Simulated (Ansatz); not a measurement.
GeO2:
```xyz
6
Lattice="4.4279 0.0000 0.0000 0.0000 4.4279 0.0000 0.0000 0.0000 2.8843" Properties=species:S:1:pos:R:3 pbc="T T T"
Ge     0.0000     0.0000     0.0000
Ge     2.2140     2.2140     1.4421
O      1.3563     1.3563     0.0000
O      0.8577     3.5703     1.4421
O      3.0716     3.0716     0.0000
O      3.5703     0.8577     1.4421
```

Relaxed with PBEsol. Special points in fractions of this cell's reciprocal vectors: Γ (0.000, 0.000, 0.000); X (0.000, 0.500, 0.000); M (0.500, 0.500, 0.000); Z (0.000, 0.000, 0.500); R (0.000, 0.500, 0.500); A (0.500, 0.500, 0.500).

Problem. List the band energies nearest the valence-band maximum at these points for the program Ansatz at the PBEsol level (PAW).

Solution. In eV from the valence-band maximum; about four levels below and three above (degenerate sets whole), none deeper than 8.9 eV; points with the same levels are listed once.

```
k                         below                  above
-  ----------------------------  ---------------------
Γ  -2.02 -2.02 -0.82 -0.82 0.00    1.57 5.65 6.79 6.79
X       -1.83 -1.83 -0.83 -0.83    4.67 4.67 7.50 7.50
M       -2.13 -2.13 -1.49 -1.49    4.72 4.72 8.23 8.23
Z       -2.30 -2.30 -1.90 -1.90  5.94 5.94 10.98 10.98
R       -1.41 -1.41 -1.38 -1.38    6.16 6.16 8.22 8.22
A       -1.36 -1.36 -1.16 -1.16    4.44 4.44 9.60 9.60
```

Space group P4_2/mnm (rutile). Symmetry was held in the PBEsol relaxation; of distortions, only those at the zone centre were tested. Spin–orbit coupling is left out wherever it is not named.

Potentials: the later of the program's two PAW sets.
